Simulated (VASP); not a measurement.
## Br2: single point with HSE06+D3(BJ)

Br2, in a box:

```xyz
2
Lattice="12.4723 0.0000 0.0000 0.0000 12.9723 0.0000 0.0000 0.0000 13.4723" Properties=species:S:1:pos:R:3 pbc="T T T"
Br    6.3341    5.9712    7.7223
Br    6.1361    7.1136    5.7282
```

- Program: VASP 6.6.1
- Task: single point
- Functional: HSE06
- Dispersion: D3(BJ)
- Potentials or basis: VASP PAW PBE potentials, release 64 (Br)
- Cutoff: 400 eV
- k mesh: 1 × 1 × 1
- Occupations: gaussian, width 0.01 eV
- Spin: no spin polarisation

The largest force is 0.501 eV/Å, the gap between the frontier levels is 3.64 eV and the dispersion energy per atom is -0.015 eV.

Forces on the atoms (eV/Å):
```
Br  -0.043  0.248 -0.433
Br   0.043 -0.248  0.433
```

Levels at points of the mesh, in eV from the valence-band top:
| k point | band 4 | band 5 | band 6 | band 7 | band 8 | band 9 | band 10 | band 11 |
| --- | --- | --- | --- | --- | --- | --- | --- | --- |
| (0.00, 0.00, 0.00) | -2.14 | -2.14 | 0.00 | 0.00 | 3.64 | 7.28 | 8.18 | 8.23 |

Wall time 42 s on 4 MPI ranks on Intel(R) Xeon(R) 6975P-C (Granite Rapids), on a shared host, peak memory 0.56 GiB a rank.

Caveat: the PAW data sets were made with another functional, which shifts forces and pressure a little.
